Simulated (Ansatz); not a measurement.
# Ge in Ansatz, settings compared

The input file (Ansatz 0.2.0, plane waves):

```yaml
crystal:
  lattice:
    - [0.0, 2.053328, 2.053328]
    - [2.053328, 0.0, 2.053328]
    - [2.053328, 2.053328, 0.0]
  atoms:
    - { symbol: Ge, position: [0.0, 0.0, 0.0] }
  symmetry: { tolerance: 0.0003 }
kpoints:
  mp_grid: { grid: [7, 7, 7], shift: [0, 0, 0] }
magnetization:
  spin_polarized: false
scf:
  occupations: { method: fermi_dirac }
hamiltonian:
  pseudopotentials: { kind: paw }
  xc: r2scan
basis:
  ecutwfc: 500
output:
  forces: true
  stress: true
  eigenvalues: true
```

Run with:

```bash
ansatz run input.yaml --threads 1 --pin off --max-ram 2560MiB --backend cpu --events-out ev --progress --plain --runs-dir out
```

Origin of the cell: a known structure type with other elements, at an estimated volume, so it need not be a known compound.

The smearing width isn't typed, so it takes its default of 0.1 eV.

Output of this run (shortened):

```
Pseudopotentials: kind: paw
Pseudopotential: Ge, paw, valence charge 14, recommended cutoff 500 eV (meta_gga), Ge.paw.azcp
Functional definition: r2SCAN
  exchange = r2scan_x(k0 = k0, k1 = k1, a1 = a1)
  correlation = r2scan_c
Crystal: 1 atoms, lattice volume = 17.314 Å³
Basis set: ecut = 500 eV, 459 PW (Γ), exchange–correlation on 96×96×96 points (64 copies of the dense FFT grid, shifted against one another)
Bands: 11, of which v1, the nominal top of the filled ones, is band 7 counted from 1 (6 counted from 0)
Symmetry: 48 space group operations
Space group: Fm-3m (ITA 225), of the structure as read, at distance tolerance 7.8e-4 Å
k-points: 20 of 343
[… 3 lines left out …]
Initial density: superposition of atomic densities (neutral atoms: chi_scale 0, normalization atom), corrected by the library's trained network
Functional: x = r2scan, c = r2scan; τ floored in thin density (d = 2e-4 eV/Å³)
SCF iter   1: F=—  HF=-4302.272320 eV  Δρ=6.69e-3  dr2=2.95e-3  dr2_τ=6.52e-4
SCF iter   2: F=—  HF=-4302.282144 eV  Δρ=1.81e-3  dr2=3.96e-4  dr2_τ=1.15e-5  defer=5
SCF iter   3: F=—  HF=-4302.282710 eV  Δρ=1.20e-3  dr2=1.61e-4  dr2_τ=2.00e-6  defer=5
SCF iter   4: F=—  HF=-4302.283046 eV  Δρ=1.31e-4  dr2=1.35e-6  dr2_τ=2.13e-8  defer=5
SCF iter   5: F=—  HF=-4302.283046 eV  Δρ=1.15e-5  dr2=1.73e-8  dr2_τ=2.92e-10  defer=5
SCF iter   6: F=-4302.283046 eV  HF=-4302.283046 eV  Δρ=8.12e-7  dr2=5.99e-11  dr2_τ=5.60e-12
SCF 1 converged in 6 iterations: F = -4302.283046 eV  dr2 = 5.99e-11
SCF converged after 6 iterations
Free energy (F): -4302.283046 eV
Harris-Foulkes:  -4302.283046 eV  (|F-HF|=3.74e-10)
Internal energy: -4302.267417 eV  (E = F + TS)
E sigma→0 (E₀):  -4302.275231 eV
Entropy (-TS):   -0.015629 eV (-15.629 meV/atom)
Fermi energy:    12.462662 eV
--- Per-component energies (eV) ---
  E_band       = -104.512148
  E_kinetic    = 111.112964
  E_local      = -2058.171222  (includes V_loc(G=0)·N_el)
  E_nonlocal   = 416.639107
  E_hartree    = 904.578396
  E_xc         = -69.612476
  E_vxc        = -69.027409  (∫ρ·V_xc dr)
  E_paw        = -2030.237803  (= ΣΔE_a)
  E_vpaw       = -318.321057  (= ΣTr[D̂ρ^β])
  E_aug_tail   = 0.000016  (compensation charges beyond the density's cutoff)
  E_vtau       = 4.098685  (kinetic-family band-sum trace: ∫τ·v_τ [+ j·A + Jᵃ·Aᵃ] dr)
  E_ewald      = -1575.490634
  E_core_change = -1.085766  (= ΣΔE_core)
  E_smearing   = -0.015629  (= −TS)
  Σ components = -4302.283046   (vs F -4302.283046, Δ=0.00e0)
--- Forces (eV/Å), atoms counted from 1 ---
  atom   1  Ge    -0.000000     0.000000     0.000000
  max |Σ_I F_I| component: 0.0 eV/Å
--- Stress (GPa, compression-positive) ---
        8.026142       0.000000       0.000000
       -0.000000       8.026142       0.000000
        0.000000       0.000000       8.026142
  P = ⅓ Tr σ = 8.0261 GPa (80.261 kbar)
```

The same input was run again with these changes:

1. `basis.ecutwfc` 500 → "25.7 Ry"; `kpoints.mp_grid.shift` [0, 0, 0] → [0.5, 0.5, 0.5]
2. `basis.ecutwfc` 500 → "22.0 Ry"
3. `basis.xc_grid` default → 1
4. `kpoints.mp_grid.grid` [7, 7, 7] → [2, 2, 2]

| run | end | SCF iterations | P (GPa) | max force component (eV/Å) | moment (μB) | ΔE(σ→0) (meV/atom) |
| --- | --- | --- | --- | --- | --- | --- |
| base | converged | 6 | 8.03 | 0.000 | – | 0 |
| 1 | converged | 6 | 7.91 | 0.000 | – | 0.67 |
| 2 | converged | 6 | 8.03 | 0.000 | – | 128.73 |
| 3 | converged | 6 | 8.01 | 0.000 | – | 0.17 |
| 4 | converged | 6 | -5.86 | 0.000 | – | -2260.58 |

Energies are compared only where functional, datasets, charge and starting cell are the same.

Not properties of the system: run 1 (too coarse or loose: `basis.ecutwfc` = "25.7 Ry"), run 2 (too coarse or loose: `basis.ecutwfc` = "22.0 Ry"), run 4 (too coarse or loose: `kpoints.mp_grid.grid` = [2, 2, 2]).

Caveats of the base run: the k mesh is coarse if the cell is a metal.

Run 1: the cutoff lies below the datasets' advice; the k mesh keeps only part of the crystal's symmetry.
Run 2: the cutoff lies below the datasets' advice.

Time of the base run: 0.55 s on 1 thread of AMD EPYC 9R45 96-Core Processor (Zen 5), with other jobs on the host, peak memory 0.37 GiB, from the program's own first density.
